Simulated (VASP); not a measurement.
# Ge (Fd-3m) in VASP: a series of runs

The runs below take Ge through relaxation of cell and atoms, with PBEsol.

All numbers are computed with VASP 6.6.1; they aren't measurements. Logs are shortened: lines on timing, memory, paths and dates and some standing lists are left out, and cuts for length are marked.

## 1. Starting point

The structure is cubic, space group Fd-3m (No. 227). Conventional cell: a = 5.658 Å, b = 5.658 Å, c = 5.658 Å, α = 90.00°, β = 90.00°, γ = 90.00°. Around Ge (site symmetry -43m) lie 4 Ge at 2.45 Å.

## 2. Relaxation of cell and atoms, PBEsol

INCAR reads:

```
PREC = Accurate
ENCUT = 600
EDIFF = 1E-6
ISMEAR = 0
SIGMA = 0.03
LREAL = False
LASPH = True
NELM = 80
ALGO = Normal
ISIF = 3
LWAVE = False
LCHARG = False
GGA = PS
IBRION = 2
NSW = 90
EDIFFG = -0.01
```

KPOINTS reads:

```
Automatic mesh
0
Gamma
  10 10 10
```

POSCAR reads:

```
Ge
1.0
    0.0000000000      2.8289100000      2.8289100000
    2.8289100000      0.0000000000      2.8289100000
    2.8289100000      2.8289100000      0.0000000000
Ge
2
Direct
    0.0000000000      0.0000000000      0.0000000000
    0.2500000000      0.2500000000      0.2500000000
```

Potentials or basis: VASP PAW PBE potentials, release 64 (Ge_d).

The run is started by

```bash
cat potpaw_PBE.64/Ge_d/POTCAR > POTCAR
mpirun -np 1 vasp_std > vasp.out
```

OUTCAR:

```text
PREC = Accurate
   ENCUT = 600
   EDIFF = 1E-6
   ISMEAR = 0
   LREAL = False
   LASPH = True
   NELM = 80
   ISIF = 3
   GGA = PS
   IBRION = 2
   NSW = 90
   EDIFFG = -0.01

 ion  position               nearest neighbor table
   1  0.000  0.000  0.000-   2 2.45   2 2.45   2 2.45   2 2.45
   2  0.250  0.250  0.250-   1 2.45   1 2.45   1 2.45   1 2.45

  LATTYP: Found a face centered cubic cell.
 ALAT       =     5.6578200000

  Lattice vectors:

 A1 = (   0.0000000000,   2.8289100000,   2.8289100000)
 A2 = (   2.8289100000,   0.0000000000,   2.8289100000)
 A3 = (   2.8289100000,   2.8289100000,   0.0000000000)

Analysis of symmetry for initial positions (statically):
=====================================================================
 Subroutine PRICEL returns:
 Original cell was already a primitive cell.

 Routine SETGRP: Setting up the symmetry group for a
 face centered cubic supercell.

 Subroutine GETGRP returns: Found 48 space group operations
 (whereof 24 operations were pure point group operations)
 out of a pool of 48 trial point group operations.

The static configuration has the point symmetry T_d .
 The point group associated with its full space group is O_h .

Analysis of symmetry for dynamics (positions and initial velocities):
=====================================================================
 Subroutine PRICEL returns:
 Original cell was already a primitive cell.

 Routine SETGRP: Setting up the symmetry group for a
 face centered cubic supercell.

 Subroutine GETGRP returns: Found 48 space group operations
 (whereof 24 operations were pure point group operations)
 out of a pool of 48 trial point group operations.

The dynamic configuration has the point symmetry T_d .
 The point group associated with its full space group is O_h .

 Subroutine INISYM returns: Found 48 space group operations
 (whereof 24 operations are pure point group operations),
 and found     1 'primitive' translations

----------------------------------------------------------------------------------------

                                     Primitive cell

  volume of cell :      45.2780

  direct lattice vectors                    reciprocal lattice vectors
     0.000000000  2.828910000  2.828910000    -0.176746521  0.176746521  0.176746521
[... 89 lines left out ...]
   NSW    =     90    number of steps for IOM
   IBRION =      2    ionic relax: 0-MD 1-quasi-New 2-CG
   NFREE  =      1    steps in history (QN), initial steepest desc. (CG)
   ISIF   =      3    stress and relaxation
   ISYM   =      2    0-nonsym 1-usesym 2-fastsym
   POTIM  = 0.5000    time-step for ionic-motion
   TEBEG  =    0.0;   TEEND  =   0.0 temperature during run
   PSTRESS=    0.0 pullay stress
   NELECT =      28.0000    total number of electrons
   NUPDOWN=      -1.0000    fix difference up-down
   EMIN   =  10.00;   EMAX   =-10.00  energy-range for DOS
   EFERMI =   0.00;   METHOD = LEGACY
   ISMEAR =     0;   SIGMA  =   0.03  broadening in eV -4-tet -1-fermi 0-gaus
   EFERMI_NEDOS =   21; number of points for ismear=-14 and -15
   IALGO  =     38    algorithm
   IMIX   =      4    mixing-type and parameters
     AMIX     =   0.40;   BMIX     =  1.00
     AMIX_MAG =   1.60;   BMIX_MAG =  1.00
  volume/ion in A,a.u.               =      22.64       152.78
  Fermi-wavevector in a.u.,A,eV,Ry     =   1.394756  2.635708 26.468033  1.945346
  Thomas-Fermi vector in A             =   2.518275
   LORBIT       =      0    0 simple, 1 ext, 2 COOP (PROOUT), +10 PAW based schemes
   GGA     = PS    functional components
   LHFCALC =     F    Hartree Fock is set to
   AEXX    =    0.0000 exact exchange contribution
   IVDW    =     0    specifies the selected vdW correction
   LEPSILON=     F    determine dielectric tensor
   LRPA    =     F    only Hartree local field effects (RPA)
 conjugate gradient relaxation of ions
 non-spin polarized calculation
 Gauss-broadening in eV      SIGMA  =   0.03
  energy-cutoff  :      600.00
  volume of cell :       45.28
 maximum number of plane-waves:      1524
   NGX = 15   NGY = 15   NGZ = 15

--------------------------------------- Ionic step        1  -------------------------------------------

 number of electron      28.0000013 magnetization

 Free energy of the ion-electron system (eV)
  ---------------------------------------------------
  ext. energy  EPLUGINS =         0.00000000
  ---------------------------------------------------
  free energy    TOTEN  =        -9.87066962 eV

  energy without entropy =       -9.87061613  energy(sigma->0) =       -9.87064288

------------------------ aborting loop because EDIFF is reached ----------------------------------------

  FORCE on cell =-STRESS in cart. coord.  units (eV):
  Direction    XX          YY          ZZ          XY          YZ          ZX
  --------------------------------------------------------------------------------------
  -------------------------------------------------------------------------------------
  Total        0.1665325      0.1665325      0.1665325      0.0000000      0.0000000      0.0000000
  in kB        5.8928075      5.8928075      5.8928075      0.0000000      0.0000000      0.0000000
  external PRESSURE =       5.8928075 kB  Pullay stress =       0.0000000 kB
[... 59 lines left out ...]
--------------------------------------- Ionic step        3  -------------------------------------------

 number of electron      28.0000020 magnetization

 Free energy of the ion-electron system (eV)
  ---------------------------------------------------
  ext. energy  EPLUGINS =         0.00000000
  ---------------------------------------------------
  free energy    TOTEN  =        -9.87141132 eV

  energy without entropy =       -9.87136502  energy(sigma->0) =       -9.87138817

 E-fermi :   4.7821     XC(G=0): -10.0845

 val. band max:        4.7729685514   @ k =   0.0000   0.0000   0.0000
 cond. band min:       4.8675786594   @ k =   0.5000   0.0000   0.0000
 fundamental gap:      0.0946101080
 Fermi energy:         4.7821017315

 k-point     1 :       0.0000    0.0000    0.0000
  band No.  band energies     occupation
      1     -19.9771      2.00000
      2     -19.9771      2.00000
      3     -19.9771      2.00000
      4     -19.9412      2.00000
      5     -19.9412      2.00000
      6     -19.7340      2.00000
[... 481 lines left out ...]
      5     -19.8593      2.00000
      6     -19.8363      2.00000
[... 10 lines left out ...]
     17      11.3745      0.00000
     18      11.9375      0.00000

 [... further k-points ...]
[... 5 lines left out ...]
  --------------------------------------------------------------------------------------
  -------------------------------------------------------------------------------------
  Total       -0.0070968     -0.0070968     -0.0070968      0.0000000      0.0000000      0.0000000
  in kB       -0.2488203     -0.2488203     -0.2488203      0.0000000      0.0000000      0.0000000
  external PRESSURE =      -0.2488203 kB  Pullay stress =       0.0000000 kB
[... 17 lines left out ...]
  FREE ENERGIE OF THE ION-ELECTRON SYSTEM (eV)
  ---------------------------------------------------
  free  energy   TOTEN  =        -9.8714113218 eV

  energy  without entropy=       -9.8713650206  energy(sigma->0) =       -9.87138817

 reached required accuracy - stopping structural energy minimisation
```

OSZICAR:

```text
N       E                     dE             d eps       ncg     rms          rms(c)
DAV:   1     0.167652923311E+03    0.16765E+03   -0.16483E+04  1732   0.456E+03
DAV:   2     0.120143597297E+02   -0.15564E+03   -0.15292E+03  1708   0.565E+02
DAV:   3    -0.932180995602E+01   -0.21336E+02   -0.21100E+02  1826   0.153E+02
DAV:   4    -0.100116673735E+02   -0.68986E+00   -0.68785E+00  1954   0.317E+01
[... 20 lines left out ...]
DAV:   2    -0.987202645192E+01    0.18390E-02   -0.26150E-03  2202   0.110E+00    0.145E-01
DAV:   3    -0.987144976036E+01    0.57669E-03   -0.97603E-04  2226   0.588E-01    0.345E-02
DAV:   4    -0.987141226364E+01    0.37497E-04   -0.11477E-04  2166   0.230E-01    0.722E-03
DAV:   5    -0.987141106086E+01    0.12028E-05   -0.85371E-06  1746   0.592E-02    0.510E-03
DAV:   6    -0.987141132176E+01   -0.26090E-06   -0.54220E-07   878   0.162E-02
   3 F= -.98714113E+01 E0= -.98713882E+01  d E =-.741699E-03
```

CONTCAR:

```text
Ge
   1.00000000000000
     0.0000000000000000    2.8376024252692496    2.8376024252692496
     2.8376024252692496    0.0000000000000000    2.8376024252692496
     2.8376024252692496    2.8376024252692496    0.0000000000000000
  Ge
     2
Direct
     0.0000000000000000    0.0000000000000000    0.0000000000000000
     0.2500000000000000    0.2500000000000000    0.2500000000000000

  0.00000000E+00  0.00000000E+00  0.00000000E+00
  0.00000000E+00  0.00000000E+00  0.00000000E+00
```

It took 29 s on 1 thread of Intel Xeon 6975P-C (Granite Rapids), shared host; peak memory 0.19 GiB.

Results:

- Free energy: -9.8714 eV
- Relaxed volume: 22.85 Å³/atom
- Relaxed cell: a = 4.013 Å, b = 4.013 Å, c = 4.013 Å, α = 60.00°, β = 60.00°, γ = 60.00°
- Space group after relaxing (to 0.05 Å): Fd-3m (No. 227)
- Energy gained by relaxing: 0.4 meV/atom
- Ionic steps: 3
- Pressure after relaxing: 0.0 GPa
- Band gap on the k mesh: none (metal or under the smearing width)

Step by step:
| step | energy change (eV) | largest force (eV/Å) | pressure (GPa) | volume (Å³) |
| --- | --- | --- | --- | --- |
| 1 | 0.0000 | 0.0000 | 0.59 | 45.28 |
| 2 | -0.0006 | 0.0000 | -0.10 | 45.83 |
| 3 | -0.0007 | 0.0000 | -0.02 | 45.70 |

Final structure:
```
CELL_PARAMETERS angstrom
0.00000 2.83760 2.83760
2.83760 0.00000 2.83760
2.83760 2.83760 0.00000
ATOMIC_POSITIONS crystal
Ge 0.00000 0.00000 0.00000
Ge 0.25000 0.25000 0.25000
```

Caveat: the PAW data sets were made with another functional, which shifts forces and pressure a little; this crystal is a semiconductor, whose small gap the functional closes, so the metal is an error of the method.

## 3. Relaxation of cell and atoms, PBEsol

This run uses another cell than the first one, of 22.85 Å³/atom, 1.009 times its volume.

Changes to INCAR since step 2:

```diff
@@ -2,3 +2,3 @@
 ENCUT = 600
-EDIFF = 1E-6
+EDIFF = 1E-7
 ISMEAR = 0
@@ -15,2 +15,2 @@
 NSW = 90
-EDIFFG = -0.01
+EDIFFG = -0.005
```

KPOINTS is that of step 2.

POSCAR reads:

```
Ge                                      
1.0
    0.0000000000      2.8376024253      2.8376024253
    2.8376024253      0.0000000000      2.8376024253
    2.8376024253      2.8376024253      0.0000000000
  Ge            
     2
Direct
     0.0000000000000000    0.0000000000000000    0.0000000000000000
     0.2500000000000000    0.2500000000000000    0.2500000000000000
```

Potentials or basis: VASP PAW PBE potentials, release 64 (Ge_d).

The run is started by

```bash
cat potpaw_PBE.64/Ge_d/POTCAR > POTCAR
mpirun -np 1 vasp_std > vasp.out
```

Wall time 42 s (1 thread of Intel Xeon 6975P-C (Granite Rapids), shared host); peak memory 0.19 GiB.

It converged, with:

| Item | Value |
| --- | --- |
| Free energy | -9.8715 eV |
| Relaxed volume | 22.83 Å³/atom |
| Relaxed cell | a = 4.012 Å, b = 4.012 Å, c = 4.012 Å, α = 60.00°, β = 60.00°, γ = 60.00° |
| Space group after relaxing (to 0.05 Å) | Fd-3m (No. 227) |
| Energy gained by relaxing | 0.0 meV/atom |
| Ionic steps | 5 |
| Pressure after relaxing | 0.0 GPa |
| Band gap on the k mesh | none (metal or under the smearing width) |

Final structure:
```yaml
crystal:
  lattice:
    - [0.00000, 2.83700, 2.83700]
    - [2.83700, 0.00000, 2.83700]
    - [2.83700, 2.83700, 0.00000]
  atoms:
    - { symbol: Ge, position: [0.00000, 0.00000, 0.00000] }
    - { symbol: Ge, position: [0.25000, 0.25000, 0.25000] }
```

Levels at points of the mesh, in eV from the Fermi level:
| k point | band 11 | band 12 | band 13 | band 14 | band 15 | band 16 | band 17 | band 18 |
| --- | --- | --- | --- | --- | --- | --- | --- | --- |
| (0.00, 0.00, 0.00) | -12.74 | -0.09 | -0.01 | -0.01 | -0.01 | 2.52 | 2.52 | 2.52 |
| (0.50, 0.00, 0.00) | -10.66 | -7.60 | -1.40 | -1.40 | 0.09 | 3.70 | 3.70 | 6.95 |
| (0.50, 0.50, 0.00) | -8.88 | -8.88 | -3.07 | -3.07 | 0.67 | 0.67 | 9.41 | 9.41 |

Caveat: the PAW data sets were made with another functional, which shifts forces and pressure a little; this crystal is a semiconductor, whose small gap the functional closes, so the metal is an error of the method.
